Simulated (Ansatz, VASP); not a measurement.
## Two plane-wave programs on Be4Se

```
CELL_PARAMETERS angstrom
3.48605 0.00000 0.00000
0.00000 3.48605 0.00000
0.00000 0.00000 4.61337
ATOMIC_POSITIONS crystal
Be 0.00000 0.00000 0.50000
Be 0.50000 0.00000 0.50000
Be 0.00000 0.50000 0.50000
Be 0.00000 0.00000 0.00000
Se 0.50000 0.50000 0.00000
```

Alike in both runs: task single point; functional PBE; k mesh 6 × 6 × 4; occupations gaussian, width 0.1 eV; no spin polarisation.

|  | VASP | Ansatz |
| --- | --- | --- |
| version | VASP 6.6.1 | Ansatz 0.2.0 |
| potentials or method | VASP PAW PBE potentials, release 64 (Be, Se) | scalar-relativistic, plane waves, PAW |
| plane-wave cutoff (eV) | 520 | 420 |
| valence electrons in the cell | 14 | 24 |

|  | VASP | Ansatz | Ansatz less VASP |
| --- | --- | --- | --- |
| gap on the k mesh at the Fermi level (eV) | none | none | - |
| pressure (GPa) | 15.5 | 15.4 | -0.08 |
| largest component of the traceless stress (GPa) | 19.22 | 19.17 | -0.045 |

A gap of «none» marks a metal or a gap that the smearing closes. With one functional, cell and mesh, what is left measures potentials, basis and numerics. The two sets of potentials don't hold the same shells in valence.

Caveats: so large a pressure means that the cell lies far from this level's equilibrium, or that cutoff or potentials fall short (VASP).
